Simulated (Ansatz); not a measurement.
**Residual resistivity of an alloy: Rh(111) with 4 layers of random Rh-Cu, 2x2**

How strongly does chemical disorder scatter in Rh(111) with 4 layers of random Rh-Cu, 2x2?

Calculated with Ansatz 0.2.0; Ansatz plane-wave DFT, PBE, PAW files; ballistic transport by layer matching (Landauer), zero bias; PAW set soft_1.

### Step 1. Set-up

The cell holds 40 atoms: 38 Rh and 2 Cu. Its edges and angles: a = 5.378 Å, b = 5.378 Å, c = 22.012 Å, α = 93.5°, β = 86.5°, γ = 120.0°. It derives from Rh. Regions: lead, 24 atoms (24 Rh); scattering region, 16 atoms (14 Rh and 2 Cu). The structure is stacked along c, and the current runs across the ab planes.

### Step 2. With 4 alloy layers

In 4 layers a share of 0.125 of the sites is given to Cu at random. The layers about the cell's end stay perfect and serve as the lead. Energies from -0.05 to 0.05 eV in steps of 0.05 eV are too few for the program's thermal sum, so it prints no conductance; for a metal the transmission near the Fermi level serves, at a fraction of the cost.

Contents of input.yaml:

```yaml
crystal:
  lattice:
    - [5.3783955991, 0.0, 0.0]
    - [-2.6891977995, 4.6578272204, 0.0]
    - [1.3445988998, -0.7763045367, 21.9572080876]
  atoms:
    - { symbol: Rh, position: [0.9916666667, 0.0083333333, 0.05] }
    - { symbol: Rh, position: [0.9916666667, 0.5083333333, 0.05] }
    - { symbol: Rh, position: [0.4916666667, 0.0083333333, 0.05] }
    - { symbol: Rh, position: [0.4916666667, 0.5083333333, 0.05] }
    - { symbol: Rh, position: [0.1416666667, 0.3583333333, 0.15] }
    - { symbol: Rh, position: [0.1416666667, 0.8583333333, 0.15] }
    - { symbol: Rh, position: [0.6416666667, 0.3583333333, 0.15] }
    - { symbol: Rh, position: [0.6416666667, 0.8583333333, 0.15] }
    - { symbol: Rh, position: [0.2916666667, 0.2083333333, 0.25] }
    - { symbol: Rh, position: [0.2916666667, 0.7083333333, 0.25] }
    - { symbol: Rh, position: [0.7916666667, 0.2083333333, 0.25] }
    - { symbol: Rh, position: [0.7916666667, 0.7083333333, 0.25] }
    - { symbol: Rh, position: [0.9416666667, 0.0583333333, 0.35] }
    - { symbol: Rh, position: [0.9416666667, 0.5583333333, 0.35] }
    - { symbol: Rh, position: [0.4416666667, 0.0583333333, 0.35] }
    - { symbol: Rh, position: [0.4416666667, 0.5583333333, 0.35] }
    - { symbol: Rh, position: [0.0916666667, 0.4083333333, 0.45] }
    - { symbol: Rh, position: [0.0916666667, 0.9083333333, 0.45] }
    - { symbol: Rh, position: [0.5916666667, 0.4083333333, 0.45] }
    - { symbol: Rh, position: [0.5916666667, 0.9083333333, 0.45] }
    - { symbol: Rh, position: [0.2416666667, 0.2583333333, 0.55] }
    - { symbol: Rh, position: [0.2416666667, 0.7583333333, 0.55] }
    - { symbol: Rh, position: [0.7416666667, 0.2583333333, 0.55] }
    - { symbol: Rh, position: [0.7416666667, 0.7583333333, 0.55] }
    - { symbol: Cu, position: [0.8916666667, 0.1083333333, 0.65] }
    - { symbol: Rh, position: [0.8916666667, 0.6083333333, 0.65] }
    - { symbol: Rh, position: [0.3916666667, 0.1083333333, 0.65] }
    - { symbol: Cu, position: [0.3916666667, 0.6083333333, 0.65] }
    - { symbol: Rh, position: [0.0416666667, 0.4583333333, 0.75] }
    - { symbol: Rh, position: [0.0416666667, 0.9583333333, 0.75] }
    - { symbol: Rh, position: [0.5416666667, 0.4583333333, 0.75] }
    - { symbol: Rh, position: [0.5416666667, 0.9583333333, 0.75] }
    - { symbol: Rh, position: [0.1916666667, 0.3083333333, 0.85] }
    - { symbol: Rh, position: [0.1916666667, 0.8083333333, 0.85] }
    - { symbol: Rh, position: [0.6916666667, 0.3083333333, 0.85] }
    - { symbol: Rh, position: [0.6916666667, 0.8083333333, 0.85] }
    - { symbol: Rh, position: [0.8416666667, 0.1583333333, 0.95] }
    - { symbol: Rh, position: [0.8416666667, 0.6583333333, 0.95] }
    - { symbol: Rh, position: [0.3416666667, 0.1583333333, 0.95] }
    - { symbol: Rh, position: [0.3416666667, 0.6583333333, 0.95] }
kpoints:
  mp_grid: { grid: [5, 5, 1] }
hamiltonian:
  xc: pbe
  pseudopotentials: { kind: paw, azcp: { folder: soft_1 } }
scf:
  occupations: { method: fermi_dirac, width: 0.1 }
output:
  transmission:
    leads: [[0, 4]]
    kmesh: [10, 10]
    e_range: [-0.05, 0.05]
    de: 0.05
  write_potential: true
  write_density: true
  volumetric_format: npy
```

Command:

```sh
ansatz run input.yaml --threads 4 --pin off --max-ram 15360MiB --backend cpu --events-out ev --progress --plain --runs-dir out
```

Numbers of over 12 decimals in the logs are rounded to 6 here.

The log of the run:

```text
Engine: ansatz 0.2.0, aarch64-unknown-linux-gnu
Pseudopotentials: kind: paw
Pseudopotential: Rh, paw, valence charge 17, recommended cutoff 420 eV (normal), soft_1/Rh.paw.azcp
Pseudopotential: Cu, paw, valence charge 19, recommended cutoff 420 eV (normal), soft_1/Cu.paw.azcp
Functional definition: PBE
  parameter kappa = 0.804
  parameter beta = 0.066725
  exchange = pbe_x(kappa = kappa, mu = beta*pi^2/3)
  correlation = pbe_c(beta = beta)
Crystal: 40 atoms, lattice volume = 550.064 Å³
Basis set: ecut = 420 eV, 10671 PW (Γ)
Bands: 411, of which v1, the nominal top of the filled ones, is band 342 counted from 1 (341 counted from 0)
Symmetry: 8 space group operations
Space group: P2/m (ITA 10), of the structure as read, at distance tolerance 8.2e-5 Å
k-points: 9 of 25
Non-local potential: Rh, projectors of the file, l = 0: 3, l = 1: 2, l = 2: 2, l = 3: 1
Non-local potential: Cu, projectors of the file, l = 0: 3, l = 1: 2, l = 2: 3, l = 3: 1
PAW form: soft (Blöchl's): semilocal exchange-correlation on the pseudo side does not see the compensation charge
PAW one-centre angular grid: Rh, 590 points (default); XC on 64 Gauss nodes
PAW one-centre angular grid: Cu, 590 points (default); XC on 64 Gauss nodes
Initial density: superposition of atomic densities (chi_scale 0.1, normalization cell, long waves of neutral atoms (reshape's long-wave potential 2.80 eV rms, cloud 2.74 Å wide))
Initial wavefunctions: pseudopotential atomic-orbital guess
Functional: x = pbe(κ = 0.804, μ = 0.219515), c = pbe(β = 0.066725)
SCF iter   1: F=—  HF=-256583.854315 eV  |F-HF|=—  |Δ(HF+E_count)|=         —  Δρ=1.19e-1  dr2=1.31e2  ethr=3.10e-3  ⟨swp⟩=4.4  Hψ=10466  notcnv=0  defer=42
preconditioner: auto → Kerker (q_TF=auto, 2.829 Å⁻¹)  [metal: Δε(μ)=0.012 eV  Ē_g=6.633 eV  σ=0.100 eV  W_gap=0.03  n_scr=228 (ndim 8)  ℏωp=30.2 eV  f_vac=0.000  D(μ)=39.71/eV (n_scr^D=432)]
SCF iter   2: F=—  HF=-256566.490741 eV  |F-HF|=—  |Δ(HF+E_count)|=    1.74e1  Δρ=5.45e-2  dr2=2.99e1  ethr=3.10e-3  ⟨swp⟩=2.1  Hψ=6245  notcnv=0  defer=212
SCF iter   3: F=—  HF=-256562.519871 eV  |F-HF|=—  |Δ(HF+E_count)|=    3.97e0  Δρ=1.16e-2  dr2=1.24e0  ethr=3.10e-3  ⟨swp⟩=2.1  Hψ=5698  notcnv=0  defer=212
SCF iter   4: F=—  HF=-256562.502859 eV  |F-HF|=—  |Δ(HF+E_count)|=   1.70e-2  Δρ=1.16e-2  dr2=1.13e0  ethr=1.81e-4  ⟨swp⟩=2.0  Hψ=7301  notcnv=0  defer=213
SCF iter   5: F=—  HF=-256562.451421 eV  |F-HF|=—  |Δ(HF+E_count)|=   5.14e-2  Δρ=5.48e-3  dr2=3.81e-1  ethr=1.66e-4  ⟨swp⟩=2.0  Hψ=4336  notcnv=0  defer=213
SCF iter   6: F=—  HF=-256562.448280 eV  |F-HF|=—  |Δ(HF+E_count)|=   3.14e-3  Δρ=1.73e-3  dr2=5.04e-2  ethr=5.57e-5  ⟨swp⟩=1.2  Hψ=3681  notcnv=0  defer=213
SCF iter   7: F=—  HF=-256562.448042 eV  |F-HF|=—  |Δ(HF+E_count)|=   2.39e-4  Δρ=4.04e-4  dr2=4.11e-3  ethr=7.37e-6  ⟨swp⟩=1.2  Hψ=3482  notcnv=0  defer=213
SCF iter   8: F=—  HF=-256562.448262 eV  |F-HF|=—  |Δ(HF+E_count)|=   2.20e-4  Δρ=1.45e-4  dr2=4.09e-4  ethr=6.01e-7  ⟨swp⟩=2.0  Hψ=4445  notcnv=0  defer=213
SCF iter   9: F=—  HF=-256562.448246 eV  |F-HF|=—  |Δ(HF+E_count)|=   1.60e-5  Δρ=8.57e-5  dr2=1.02e-4  ethr=5.98e-8  ⟨swp⟩=2.0  Hψ=6541  notcnv=0  defer=213
SCF iter  10: F=—  HF=-256562.448232 eV  |F-HF|=—  |Δ(HF+E_count)|=   1.38e-5  Δρ=1.64e-5  dr2=4.94e-6  ethr=1.49e-8  ⟨swp⟩=2.0  Hψ=3969  notcnv=0  defer=213
SCF iter  11: F=—  HF=-256562.448751 eV  |F-HF|=—  |Δ(HF+E_count)|=   5.19e-4  Δρ=4.32e-6  dr2=1.30e-7  ethr=7.22e-10  ⟨swp⟩=1.1  Hψ=3528  notcnv=0  defer=213
SCF iter  12: F=-256562.448751 eV  HF=-256562.448751 eV  |F-HF|=1.86e-8  |Δ(HF+E_count)|=   3.03e-9  Δρ=1.25e-6  dr2=2.24e-8  ethr=1.46e-11  ⟨swp⟩=8.1  Hψ=9311  notcnv=0
SCF 1 converged in 12 iterations: F = -256562.448751 eV  dr2 = 2.24e-8
  greatest PAW one-centre occupation: 1.000 electrons in one spin orbital (limit 2), on the Rh atom at site 34 (counted from 0), in its partial waves of l = 0
transmission: 121 of 1209 steps passed
transmission: 244 of 1209 steps passed
[...]
transmission: 1209 of 1209 steps passed
SCF converged after 12 iterations
Free energy (F): -256562.448751 eV
Harris-Foulkes:  -256562.448751 eV  (|F-HF|=1.86e-8)
Internal energy: -256560.689422 eV  (E = F + TS)
E sigma→0 (E₀):  -256561.569087 eV
Entropy (-TS):   -1.759329 eV (-43.983 meV/atom)
Fermi energy:    21.912591 eV
--- Per-component energies (eV) ---
  E_band       = -4024.235421
  E_kinetic    = 20944.400618
  E_local      = -65739.932401  (includes V_loc(G=0)·N_el)
  E_nonlocal   = 13108.398201
  E_hartree    = 24964.204432
  E_xc         = -7810.272813
  E_vxc        = -9806.595022  (∫ρ·V_xc dr)
  E_paw        = -140553.977828  (= ΣΔE_a)
  E_vpaw       = -12458.921243  (= ΣTr[D̂ρ^β])
  E_aug_tail   = 0.005466  (compensation charges beyond the density's cutoff)
  E_ewald      = -101473.515096
  E_smearing   = -1.759329  (= −TS)
  E_closure    = -0.000000  (closes the sum)
  Σ components = -256562.448751   (vs F -256562.448751, Δ=0.00e0)
--- Band table (eV; the first three rows and the last of 9) ---
  k-point 0: bands = [... 338 lower, 22.4861, 22.4865, 22.5039, 22.5043, 22.5074, 22.5100, 22.5157, 22.5389, ... 65 higher]
  k-point 1: bands = [... 338 lower, 22.0827, 22.1129, 22.1182, 22.1471, 22.1554, 22.1667, 22.1955, 22.2680, ... 65 higher]
  k-point 2: bands = [... 338 lower, 21.4108, 21.4259, 21.4806, 21.4961, 21.6149, 21.6158, 21.6401, 21.7321, ... 65 higher]
  k-point 8: bands = [... 338 lower, 21.3426, 21.3555, 21.4129, 21.4443, 21.5269, 21.6133, 21.6802, 21.7017, ... 65 higher]
--- Transmission ---
  basis      : 211 plane waves across, 39 finite elements along
  points     : 31, standing for a mesh of 10 x 10
  energies   : 3 from -0.050000 to 0.050000 eV about the Fermi level, 0.050000 eV apart; the leads are filled to 0.000000 eV, and channels, transmission and decay are at 0.000000 eV
  crystal 0  : Rh4, at the sites [0, 4], period 2.1957 Å, over 19.76 Å; its Hamiltonian steps by up to 5.6 meV
    offset         : up to 0.0000 Å between an atom of the period and one for which it stands
    channels       : 7.200000e0 a spin
    conductance    : none, the energies end too early or step too widely for 300 K: set another output.transmission.e_range or a lower de, or, where they end at an eighth of basis.ecutwfc, a higher one
  junction   : crystal 0 to crystal 0, 3.69 to 23.45 Å
    transmission   : 3.928508e0 a spin
    conductance    : none, the energies end too early or step too widely for 300 K: set another output.transmission.e_range or a lower de, or, where they end at an eighth of basis.ecutwfc, a higher one
```

Elapsed: 4.8 min, on 4 threads of Arm Neoverse V1, shared host; peak memory 4.4 GiB.

Numbers from this step:

```yaml
free_energy: -256562.4488 eV
energy_at_zero_smearing: -256561.5691 eV
fermi_energy: 21.91 eV
cell_area: 25.05 Å²
transmission_per_spin_nearest_the_fermi_level: 3.929
open_channels_per_spin_nearest_the_fermi_level: 7.2
step_of_the_lead_s_potential: 5.6 meV
```

Per spin. The transmission, zone mean by energy, zero at the Fermi level:

```
energy (eV)  transmission, zone mean
    -0.0500                     3.89
     0.0000                     3.93
     0.0500                     3.99
```

Per spin. The open channels, zone mean, lead by energy, zero at the Fermi level:

```
energy (eV)  open channels, zone mean, lead
    -0.0500                            6.72
     0.0000                             7.2
     0.0500                            7.08
```

Transmission over k1 and k2. At 0.0000 eV from the Fermi level.

Values, 10 rows by 10 columns:
```
3.83 3.97 3.81 4.57 3.48 2.86 3.36 3.42 4.93 3.40
3.96 3.81 4.64 3.99 3.83 3.97 3.26 3.94 4.96 4.93
4.00 4.57 3.99 4.53 3.99 2.25 3.66 3.76 3.94 3.42
3.27 3.48 3.83 3.99 6.51 5.57 3.68 3.66 3.26 3.36
2.78 2.86 3.97 2.25 5.57 8.53 5.57 2.25 3.97 2.86
3.27 3.36 3.26 3.66 3.68 5.57 6.51 3.99 3.83 3.48
4.00 3.42 3.94 3.76 3.66 2.25 3.99 4.53 3.99 4.57
3.96 4.93 4.96 3.94 3.26 3.97 3.83 3.99 4.64 3.81
3.83 3.40 4.93 3.42 3.36 2.86 3.48 4.57 3.81 3.97
3.95 3.83 3.96 4.00 3.27 2.78 3.27 4.00 3.96 3.83
```
Columns: k1 (b1) from -0.5 to 0.4; rows upwards: k2 (b2) from -0.5 to 0.4.

Open channels over k1 and k2. At 0.0000 eV from the Fermi level.

Values, 10 rows by 10 columns:
```
 6.0  6.0  6.0 10.0  6.0  6.0  6.0  6.0 10.0  6.0
 7.0  6.0  7.0  8.0  8.0  7.0  6.0  7.0 10.0 10.0
 7.0 10.0  8.0  6.0  7.0  6.0  8.0 10.0  7.0  6.0
 6.0  6.0  8.0  7.0  9.0  9.0  7.0  8.0  6.0  6.0
 6.0  6.0  7.0  6.0  9.0 12.0  9.0  6.0  7.0  6.0
 6.0  6.0  6.0  8.0  7.0  9.0  9.0  7.0  8.0  6.0
 7.0  6.0  7.0 10.0  8.0  6.0  7.0  6.0  8.0 10.0
 7.0 10.0 10.0  7.0  6.0  7.0  8.0  8.0  7.0  6.0
 6.0  6.0 10.0  6.0  6.0  6.0  6.0 10.0  6.0  6.0
 6.0  6.0  7.0  7.0  6.0  6.0  6.0  7.0  7.0  6.0
```
Columns: k1 (b1) from -0.5 to 0.4; rows upwards: k2 (b2) from -0.5 to 0.4.

Over the solved energies the transmission per spin lies between 3.89 and 3.99, out of 7 channels of the lead on average (up to 7.2).

### Step 3. With 8 alloy layers

In 8 layers a share of 0.125 of the sites is given to Cu at random. A fresh draw is used; the growth of the resistance with length is what counts.

System of this step: Rh(111) with 8 layers of random Rh-Cu, 2x2. The cell holds 56 atoms: 52 Rh and 4 Cu. Its edges and angles: a = 5.378 Å, b = 5.378 Å, c = 30.779 Å, α = 87.5°, β = 92.5°, γ = 120.0°. It derives from Rh. Regions: lead, 24 atoms (24 Rh); scattering region, 32 atoms (28 Rh and 4 Cu). The structure is stacked along c, and the current runs across the ab planes.

Contents of input.yaml:

```yaml
crystal:
  lattice:
    - [5.3783955991, 0.0, 0.0]
    - [-2.6891977995, 4.6578272204, 0.0]
    - [-1.3445988998, 0.7763045367, 30.7400913226]
  atoms:
    - { symbol: Rh, position: [0.005952381, 0.994047619, 0.0357142857] }
    - { symbol: Rh, position: [0.005952381, 0.494047619, 0.0357142857] }
    - { symbol: Rh, position: [0.505952381, 0.994047619, 0.0357142857] }
    - { symbol: Rh, position: [0.505952381, 0.494047619, 0.0357142857] }
    - { symbol: Rh, position: [0.1845238095, 0.3154761905, 0.1071428571] }
    - { symbol: Rh, position: [0.1845238095, 0.8154761905, 0.1071428571] }
    - { symbol: Rh, position: [0.6845238095, 0.3154761905, 0.1071428571] }
    - { symbol: Rh, position: [0.6845238095, 0.8154761905, 0.1071428571] }
    - { symbol: Rh, position: [0.3630952381, 0.1369047619, 0.1785714286] }
    - { symbol: Rh, position: [0.3630952381, 0.6369047619, 0.1785714286] }
    - { symbol: Rh, position: [0.8630952381, 0.1369047619, 0.1785714286] }
    - { symbol: Rh, position: [0.8630952381, 0.6369047619, 0.1785714286] }
    - { symbol: Rh, position: [0.0416666667, 0.9583333333, 0.25] }
    - { symbol: Rh, position: [0.0416666667, 0.4583333333, 0.25] }
    - { symbol: Cu, position: [0.5416666667, 0.9583333333, 0.25] }
    - { symbol: Rh, position: [0.5416666667, 0.4583333333, 0.25] }
    - { symbol: Rh, position: [0.2202380952, 0.2797619048, 0.3214285714] }
    - { symbol: Rh, position: [0.2202380952, 0.7797619048, 0.3214285714] }
    - { symbol: Rh, position: [0.7202380952, 0.2797619048, 0.3214285714] }
    - { symbol: Rh, position: [0.7202380952, 0.7797619048, 0.3214285714] }
    - { symbol: Rh, position: [0.3988095238, 0.1011904762, 0.3928571429] }
    - { symbol: Rh, position: [0.3988095238, 0.6011904762, 0.3928571429] }
    - { symbol: Rh, position: [0.8988095238, 0.1011904762, 0.3928571429] }
    - { symbol: Rh, position: [0.8988095238, 0.6011904762, 0.3928571429] }
    - { symbol: Rh, position: [0.0773809524, 0.9226190476, 0.4642857143] }
    - { symbol: Rh, position: [0.0773809524, 0.4226190476, 0.4642857143] }
    - { symbol: Rh, position: [0.5773809524, 0.9226190476, 0.4642857143] }
    - { symbol: Rh, position: [0.5773809524, 0.4226190476, 0.4642857143] }
    - { symbol: Cu, position: [0.255952381, 0.244047619, 0.5357142857] }
    - { symbol: Rh, position: [0.255952381, 0.744047619, 0.5357142857] }
    - { symbol: Rh, position: [0.755952381, 0.244047619, 0.5357142857] }
    - { symbol: Rh, position: [0.755952381, 0.744047619, 0.5357142857] }
    - { symbol: Rh, position: [0.4345238095, 0.0654761905, 0.6071428571] }
    - { symbol: Rh, position: [0.4345238095, 0.5654761905, 0.6071428571] }
    - { symbol: Rh, position: [0.9345238095, 0.0654761905, 0.6071428571] }
    - { symbol: Rh, position: [0.9345238095, 0.5654761905, 0.6071428571] }
    - { symbol: Rh, position: [0.1130952381, 0.8869047619, 0.6785714286] }
    - { symbol: Rh, position: [0.1130952381, 0.3869047619, 0.6785714286] }
    - { symbol: Cu, position: [0.6130952381, 0.8869047619, 0.6785714286] }
    - { symbol: Rh, position: [0.6130952381, 0.3869047619, 0.6785714286] }
    - { symbol: Rh, position: [0.2916666667, 0.2083333333, 0.75] }
    - { symbol: Rh, position: [0.2916666667, 0.7083333333, 0.75] }
    - { symbol: Rh, position: [0.7916666667, 0.2083333333, 0.75] }
    - { symbol: Cu, position: [0.7916666667, 0.7083333333, 0.75] }
    - { symbol: Rh, position: [0.4702380952, 0.0297619048, 0.8214285714] }
    - { symbol: Rh, position: [0.4702380952, 0.5297619048, 0.8214285714] }
    - { symbol: Rh, position: [0.9702380952, 0.0297619048, 0.8214285714] }
    - { symbol: Rh, position: [0.9702380952, 0.5297619048, 0.8214285714] }
    - { symbol: Rh, position: [0.1488095238, 0.8511904762, 0.8928571429] }
    - { symbol: Rh, position: [0.1488095238, 0.3511904762, 0.8928571429] }
    - { symbol: Rh, position: [0.6488095238, 0.8511904762, 0.8928571429] }
    - { symbol: Rh, position: [0.6488095238, 0.3511904762, 0.8928571429] }
    - { symbol: Rh, position: [0.3273809524, 0.1726190476, 0.9642857143] }
    - { symbol: Rh, position: [0.3273809524, 0.6726190476, 0.9642857143] }
    - { symbol: Rh, position: [0.8273809524, 0.1726190476, 0.9642857143] }
    - { symbol: Rh, position: [0.8273809524, 0.6726190476, 0.9642857143] }
kpoints:
  mp_grid: { grid: [5, 5, 1] }
hamiltonian:
  xc: pbe
  pseudopotentials: { kind: paw, azcp: { folder: soft_1 } }
scf:
  occupations: { method: fermi_dirac, width: 0.1 }
output:
  transmission:
    leads: [[0, 4]]
    kmesh: [10, 10]
    e_range: [-0.05, 0.05]
    de: 0.05
  write_potential: true
  write_density: true
  volumetric_format: npy
```

The log of the run:

```text
[...]
Crystal: 56 atoms, lattice volume = 770.090 Å³
Basis set: ecut = 420 eV, 14937 PW (Γ)
Bands: 576, of which v1, the nominal top of the filled ones, is band 480 counted from 1 (479 counted from 0)
Symmetry: 2 space group operations
[...]
k-points: 9 of 25 (time reversal used)
[...]
SCF iter   1: F=—  HF=-359483.918668 eV  |F-HF|=—  |Δ(HF+E_count)|=         —  Δρ=1.21e-1  dr2=1.93e2  ethr=3.10e-3  ⟨swp⟩=4.1  Hψ=14572  notcnv=0  defer=56
[...]
SCF iter  13: F=-359453.573714 eV  HF=-359453.573714 eV  |F-HF|=5.25e-8  |Δ(HF+E_count)|=   4.07e-9  Δρ=1.99e-6  dr2=5.06e-8  ethr=1.04e-11  ⟨swp⟩=7.0  Hψ=13914  notcnv=0
SCF 1 converged in 13 iterations: F = -359453.573714 eV  dr2 = 5.06e-8
[...]
transmission: 174 of 1705 steps passed
transmission: 342 of 1705 steps passed
[...]
transmission: 1705 of 1705 steps passed
SCF converged after 13 iterations
Free energy (F): -359453.573714 eV
[...]
Internal energy: -359451.032180 eV  (E = F + TS)
E sigma→0 (E₀):  -359452.302947 eV
Entropy (-TS):   -2.541534 eV (-45.385 meV/atom)
Fermi energy:    21.683016 eV
[...]
--- Band table (eV; the first three rows and the last of 9) ---
  k-point 0: bands = [... 476 lower, 22.2651, 22.2655, 22.2734, 22.3020, 22.3101, 22.3104, 22.3132, 22.3139, ... 92 higher]
  k-point 1: bands = [... 476 lower, 21.8902, 21.9058, 21.9290, 21.9413, 21.9454, 21.9597, 21.9748, 21.9988, ... 92 higher]
  k-point 2: bands = [... 476 lower, 21.2772, 21.3129, 21.3341, 21.3639, 21.3937, 21.4147, 21.4534, 21.4760, ... 92 higher]
  k-point 8: bands = [... 476 lower, 21.2962, 21.3089, 21.3425, 21.3492, 21.4033, 21.4275, 21.4292, 21.4765, ... 92 higher]
--- Transmission ---
  basis      : 211 plane waves across, 55 finite elements along
  points     : 31, standing for a mesh of 10 x 10
[...]
channels       : 7.200000e0 a spin
[...]
junction   : crystal 0 to crystal 0, 0.70 to 29.24 Å
    transmission   : 3.308589e0 a spin
[...]
```

Wall time 12 min (4 threads); peak memory 8 GiB.

Numbers from this step:

| Item | Value |
| --- | --- |
| free energy | -359453.5737 eV |
| energy at zero smearing | -359452.3029 eV |
| Fermi energy | 21.68 eV |
| transmission per spin nearest the Fermi level | 3.309 |
| step of the lead's potential | 26.4 meV |

Per spin. The transmission, zone mean by energy, zero at the Fermi level:

```
energy (eV)  transmission, zone mean
    -0.0500                     3.14
     0.0000                     3.31
     0.0500                     3.35
```

Over the solved energies the transmission per spin lies between 3.14 and 3.35, out of 7 channels of the lead on average (up to 7.2). The log calls the step of a lead's potential too much.

(Continued in part 2 of 2.)

[Logs are printed without paths, hosts, clocks, repeated set-up lines and the standing remarks that a program may print on its own settings, such as how far it seeks lower states.]

[Hosts, paths, dates, database ids (printed as entryN), source tags and the programs' standing remarks are cut or masked in the printed files.]
